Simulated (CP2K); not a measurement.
Runs of CP2K 2026.2 on Sn. Symmetry: I4_1/amd, No. 141, tetragonal system. The conventional cell has a = 5.880 Å, b = 5.880 Å, c = 3.199 Å, α = 90.00°, β = 90.00°, γ = 90.00°. Sn (site symmetry -4m2) has 6 Sn at 3.05 to 3.20 Å as nearest neighbours. 

| task | level | potentials or basis | smearing | EPS_DEFAULT | NGRIDS | basis sets | potentials | points a segment of the path (NPOINTS) | gap on the mesh (eV) | pressure (GPa) |
| --- | --- | --- | --- | --- | --- | --- | --- | --- | --- | --- |
| band structure | r2SCAN | POTENTIAL_UZH Sn GTH-SCAN-q4; TZVP-MOLOPT-SCAN-GTH basis | fermi-dirac 0.0259 eV | 1.0E-9 | 5 | Sn TZVP-MOLOPT-SCAN-GTH-q4 | Sn GTH-SCAN-q4 of POTENTIAL_UZH | 6 | none | (a) |
| band structure | LDA | GTH_POTENTIALS Sn GTH-PADE-q4; TZVP-MOLOPT-PBE-GTH basis | fermi-dirac 0.0259 eV | 1.0E-9 | 4 | Sn TZVP-MOLOPT-PBE-GTH-q4 | Sn GTH-PADE-q4 of GTH_POTENTIALS | 10 | none | -3.1 |
| single point | PBEsol | POTENTIAL_UZH Sn GTH-PBE-q4; TZVP-MOLOPT-PBE-GTH basis | fermi-dirac 0.05 eV | 1.0E-10 | 5 | Sn TZVP-MOLOPT-PBE-GTH-q4 | Sn GTH-PBE-q4 of POTENTIAL_UZH | - | none | 1.8 |
| band structure | PBEsol | POTENTIAL_UZH Sn GTH-PBE-q4; TZVP-MOLOPT-PBE-GTH basis | fermi-dirac 0.0259 eV | 1.0E-9 | 5 | Sn TZVP-MOLOPT-PBE-GTH-q4 | Sn GTH-PBE-q4 of POTENTIAL_UZH | 8 | none | 1.8 |

Alike in all rows: no spin polarisation; cell as given; k mesh 9 × 9 × 9.

Problem. Estimate the missing entries.

Solution. (a) -3.5.

Caveats: the basis of atomic orbitals isn't converged, which shifts pressures, moduli and gaps; spin-orbit coupling is left out, which moves the levels of the heavy elements (some runs); the potentials were made for another functional, which shifts forces and pressure (some runs).

A k mesh can miss the band edges, and the runs leave out spin-orbit coupling on Sn.

A gap of «none» marks a metal or a gap under the smearing width.
